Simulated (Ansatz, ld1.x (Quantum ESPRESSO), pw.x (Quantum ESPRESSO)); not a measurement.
Ru (Z = 44): one change to the RRKJ potential, in the atom and in the fcc crystal

- Element: Ru
- Generator: ld1.x (Quantum ESPRESSO) 7.5
- Type: norm-conserving RRKJ (Kleinman–Bylander form)
- Functional: PBE
- Relativity: scalar-relativistic
- Frozen core: [Kr]
- Valence charge: 8
- Reference configuration: 4d7 5s0 5p1
- Partial waves: 5p (bound): rc 3.25 bohr; 4d (bound): rc 1.45 bohr; 5s (bound, empty): rc 2.65 bohr
- Local potential: the s channel
- Core correction: none
- rho0: 0.02

Change: core correction a·sin(br)/r model core inside 1.26 bohr.

Cutoffs, loose and tight: the cutoffs (Ry, on a coarse ladder) from which the occupation-weighted sum of valence levels, in a spherical-Bessel basis at the reference potential, stays within 10 and 1 mRy of its value at 400 Ry. They do not see the model core or the augmentation charge, which bear on the density cutoff. Test errors are all-electron minus pseudo excitation energies from the reference, over the configurations 4d7 5s1 5p0; 4d7 5s0 5p0; 4d6 5s0 5p0; 4d7 5s0.5 5p0; 4d6 5s2 5p0; 4d6 5s1 5p1; 4d8 5s0 5p0; variants that change the core or the reference have their own tests.

Crystal test: fcc Ru in pw.x 7.5, no spin, 15³ k-points, Fermi–Dirac smearing 0.01 Ry, cutoffs set for each file from its atomic test. The reference is all-electron LAPW (Ansatz 0.2.0) with the same functional, mesh and smearing; V0 and B0 come from Birch–Murnaghan fits to the pressures at five volumes. Errors are pseudo minus all-electron; Δ is the rms difference of the E(V) curves that follow from these fits, minima aligned, over ±6 % about the mean V0. Mesh and smearing are coarse, so the numbers serve the comparison and aren't converged zero-temperature values; the lattice is a test structure that the element need not adopt.

All-electron: a0 = 3.812 Å (V0 = 13.85 Å³/atom), B0 = 303.1 GPa.

Does the change bring the crystal closer to the all-electron result?

The mean pressure error goes from +15.78 to +17.33 GPa, a small move against the size of the error. Neither pressure curve crosses zero within the volumes sampled, so no fits are given.

| quantity | base | changed |
| --- | --- | --- |
| outcome (atom) | generated | generated |
| cutoff, loose (atom) | 50 Ry | 50 Ry |
| cutoff, tight (atom) | 90 Ry | 90 Ry |
| bound ghosts (atom) | none | none |
| largest test error (meV) (atom) | -114 | -149 |
| cutoffs in pw.x (Ry) | 110/440 | 110/440 |
| mean pressure error (GPa) | +15.78 | +17.33 |

Base: The largest radius (3.25 bohr) exceeds half the bond length (2.54 bohr), so the spheres overlap, which is one possible source of error among others. This is a poor potential for the solid. Changed file: The largest radius (3.25 bohr) exceeds half the bond length (2.54 bohr), so the spheres overlap, which is one possible source of error among others. This is a poor potential for the solid. The atomic cutoffs weigh occupied waves only.
